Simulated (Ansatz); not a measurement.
Layered crystal of BN, relaxed:

```cif
data_structure
_symmetry_space_group_name_H-M 'P-6m2'
_symmetry_Int_Tables_number 187
_cell_length_a 2.5061
_cell_length_b 2.5061
_cell_length_c 6.5974
_cell_angle_alpha 90.000
_cell_angle_beta 90.000
_cell_angle_gamma 120.000
_cell_volume 35.88
loop_
_atom_site_label
_atom_site_type_symbol
_atom_site_symmetry_multiplicity
_atom_site_Wyckoff_symbol
_atom_site_fract_x
_atom_site_fract_y
_atom_site_fract_z
_atom_site_occupancy
B1 B 1 b 0.00000 0.00000 0.50000 1
B2 B 1 c 0.33333 0.66667 0.00000 1
N1 N 1 a 0.00000 0.00000 0.00000 1
N2 N 1 f 0.66667 0.33333 0.50000 1
```

Level of theory: Ansatz 0.2.0, DFT PBE+D3(BJ), scalar-relativistic, plane waves, PAW. Cutoff 420 eV; k points 12×12×4 on the computed 4-atom cell (Γ-centred); Gaussian smearing, width 0.02 eV; no spin polarisation.

**Question.** What does it cost to take out one layer and relax it free-standing?

**Answer.** 19.4 meV/Å² (53 meV/atom). The layer's area changes by +0.2 %. The gap on the mesh goes from 4.36 eV to 4.68 eV. The layer is isolated along c and computed on a 12×12×1 mesh.

Gaps are read on the k meshes alone.

The reference crystal is a form of BN, which isn't its usual structure.